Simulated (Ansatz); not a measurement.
Runs of Ansatz 0.2.0 on Si3N4. It takes space group P-43m (No. 215, cubic). The conventional cell has a = 4.131 Å, b = 4.131 Å, c = 4.131 Å, α = 90.00°, β = 90.00°, γ = 90.00°. Around Si (site symmetry -42m) lie 4 N at 1.77 Å. N (site symmetry 3m) has 3 Si at 1.77 Å as nearest neighbours. The cell was built by a generator and needn't be a form met in nature.

```tsv
level	cutoff (eV)	gap on the mesh (eV)	pressure (GPa)	relaxed volume (Å³/atom)
revPBE	420	2.78	0.0	10.20
PBE	420	(c)	0.0	10.07
PBEsol	420	2.63	0.0	9.88
LDA	420	2.67	0.0	9.69
RPBE	420	(b)	0.0	10.24
BLYP	420	3.01	0.0	(a)
r2SCAN	500	3.34	0.0	9.85
```

Alike in all rows: task relaxation of cell and atoms; potentials or basis Ansatz PAW; no spin polarisation; cell relaxed; k mesh 7 × 7 × 7; smearing fermi-dirac 0.05 eV.

Task: Estimate the missing entries.

Result: (a) 10.28; (b) 2.79; (c) 2.75.

Caveats: odd divisions of the mesh miss points on the zone boundary, where band edges often lie, so the gap on the mesh can be too wide; the plane-wave basis is chosen anew once the cell has moved, so the energies of steps on either side of that aren't comparable; the PAW data sets come from PBE, with cores solved anew for the run's functional, which leaves a small shift of forces and pressure (some runs).

A k mesh can miss the band edges.
